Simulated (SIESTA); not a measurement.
**Cr under changes of volume**

One of the cells (13.784 Å³/atom); the others are scaled copies at fixed shape and fractional positions:

```
Cr
1.0
     2.69578    0.00000    0.00000
    -1.34789    2.33462    0.00000
     0.00000    0.00000    4.38040
Cr
2
Cartesian
  1.3479 0.7782 3.2853
  0.0000 1.5564 1.0951
```

This isn't the form of Cr at room conditions, which is bcc.

| Property | Result |
| --- | --- |
| Program | SIESTA 5.4.2 |
| Functional | LDA |
| Potentials or basis | PseudoDojo 0.4 standard (LDA files) |
| Basis | DZP (energy shift 0.003 Ry; two zetas on semicore shells) |
| Grid cutoff | 800 Ry |
| Energy shift | 0.003 Ry |
| k mesh | 8 × 8 × 4 |
| Occupations | fermi-dirac, width 0.05 eV |
| Spin | collinear spin, ferromagnetic start |
| Starting moments | [3.0, 3.0] μB |

```tsv
volume (Å³/atom)	energy over the lowest point (meV/atom)	pressure (GPa)	moment (μB per cell)
13.222	0.00	-33.4	0.96
13.503	60.77	-35.8	1.04
13.784	125.69	-37.9	1.13
14.066	194.15	-39.6	1.26
14.347	?	?	?
```

Question: What does the run at 14.347 Å³/atom give?

Answer: Energy over the lowest point 264.68 meV/atom; pressure -40.5 GPa; moment 1.57 μB per cell.

Worked out: A Birch-Murnaghan fit of order 2 (a polynomial in V^(-2/3)) to the other rows has no minimum within the range. It gives 265.51 meV/atom at 14.347 Å³/atom, against the run's 264.68, and -dE/dV = -41.5 GPa, against -40.5. A parabola through the other rows of the moment, of slope 0.572 μB per Å³/atom there, extrapolates to 1.41 μB, against the run's 1.57. The fit is too stiff a form for this range.

Energies are extrapolated to zero smearing.

Caveats: some runs use coarse meshes; the cell as given lies far from equilibrium; the basis of atomic orbitals isn't converged, which shifts pressures, moduli and gaps.
